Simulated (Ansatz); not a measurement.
**K: computed properties**

Theory: Ansatz, DFT PBE+D3(BJ), scalar-relativistic, plane waves, PAW.

Settings: cutoff 420 eV, Γ-centred mesh 12×12×4 on the computed 4-atom cell, Gaussian smearing of 0.10 eV; no spin polarisation.

The structure is relaxed at this level of theory with its symmetry kept. This form isn't the element's structure at ambient conditions.

```
K
1.0
     4.61460    0.00000    0.00000
    -2.30730    3.99636    0.00000
     0.00000    0.00000   15.01218
K
4
Direct
  0.00000 0.00000 0.00000
  0.33333 0.66667 0.75000
  0.00000 0.00000 0.50000
  0.66667 0.33333 0.25000
```

```
Space group                                       : P6_3/mmc (No. 194)
Volume per atom                                   : 69.21 Å³
Kohn–Sham band gap                                : none (metal)
Density of states at the Fermi level              : 3.20 states/eV per cell
Löwdin character within 0.5 eV of the Fermi level : K 4s 86 %, unprojected 13 %
```

Cost: 1 run of about 1.7 core-minutes, on Arm Neoverse V2 (shared hosts).